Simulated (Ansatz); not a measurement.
# In2O3: the cost of one run

Method: DFT, PBE, plane-wave PAW, default files, scalar-relativistic, in Ansatz 0.2.0.

### 1 Starting point

Symmetry: R-3c, No. 167, trigonal system. Conventional cell: a = 5.487 Å, b = 5.487 Å, c = 14.510 Å, α = 90.00°, β = 90.00°, γ = 120.00°. In (site symmetry 3) has 6 O at 2.12 to 2.26 Å as nearest neighbours. O (site symmetry 2) has 4 In at 2.12 to 2.26 Å as nearest neighbours.

Structure file:

```xyz
10
Lattice="2.7435 1.5840 4.8367 -2.7435 1.5840 4.8367 0.0000 -3.1679 4.8367" Properties=species:S:1:pos:R:3 pbc="T T T"
In    0.0000    0.0000    5.1846
In    0.0000    0.0000    2.0704
In    0.0000    0.0000    9.3254
In    0.0000    0.0000   12.4396
O    -1.1084    1.5840    8.4642
O    -0.8176   -1.7519    8.4642
O     1.9259    0.1679    8.4642
O     1.1084   -1.5840    6.0458
O     0.8176    1.7519    6.0458
O    -1.9259   -0.1679    6.0458
```

The earlier run gave: gap on the mesh 1.30 eV, largest force 0.126 eV/Å, pressure 8.4 GPa.

The printed gradients, by site:

| site | atoms | first shell | V_zz (10²¹ V/m²) | η | C_Q (MHz) |
| --- | --- | --- | --- | --- | --- |
| In | 1, 2, 3, 4 | 6 O at 2.12–2.26 Å | 4.85 | 0.00 | 90.5 (¹¹⁵In) |
| O | 5, 6, 7, 8, … | 4 In at 2.12–2.26 Å | -4.54 | 0.54 | 2.81 (¹⁷O) |

C_Q = eQV_zz/h, which is 24.18 MHz for Q = 1 b and V_zz = 10²¹ V/m²; η = (V_xx − V_yy)/V_zz. Q values from Pyykkö, Mol. Phys. 116, 1328 (2018).

### 2 Z stretched by -3 %, ions relaxed

Contents of input.yaml:

```yaml
crystal:
  lattice:
    - [2.7435, 1.5839604635, 4.6915666667]
    - [-2.7435, 1.5839604635, 4.6915666667]
    - [0.0, -3.167920927, 4.6915666667]
  atoms:
    - { symbol: In, position: [0.357917628, 0.357917628, 0.357917628] }
    - { symbol: In, position: [0.142082372, 0.142082372, 0.142082372] }
    - { symbol: In, position: [0.642082372, 0.642082372, 0.642082372] }
    - { symbol: In, position: [0.857917628, 0.857917628, 0.857917628] }
    - { symbol: O, position: [0.5459193591, 0.9540806409, 0.25] }
    - { symbol: O, position: [0.25, 0.5459193591, 0.9540806409] }
    - { symbol: O, position: [0.9540806409, 0.25, 0.5459193591] }
    - { symbol: O, position: [0.4540806409, 0.0459193591, 0.75] }
    - { symbol: O, position: [0.75, 0.4540806409, 0.0459193591] }
    - { symbol: O, position: [0.0459193591, 0.75, 0.4540806409] }
kpoints:
  mp_grid: { grid: [7, 7, 7] }
scf:
  occupations: { method: fermi_dirac, width: 0.02 }
hamiltonian:
  xc: pbe
  pseudopotentials: { kind: paw }
output:
  forces: true
  stress: true
  populations: true
  efg:
    quadrupole_moments_barn: { In: 0.772, O: -0.02558 }
    contact_densities: true
  write_density: true
  write_potential: true
  elf: true
  volumetric_format: npy
relax:
  f_tol: 0.02
  max_steps: 60
```

Launch:

```console
$ ansatz run input.yaml --threads 4 --pin off --max-ram 8192MiB --backend cpu --events-out ev --progress --plain --runs-dir out
```

**Question.** How long does this run take on 4 threads of Arm Neoverse V2, shared host, and how much memory does it need?

About 17 s, with a peak of 0.64 GiB.
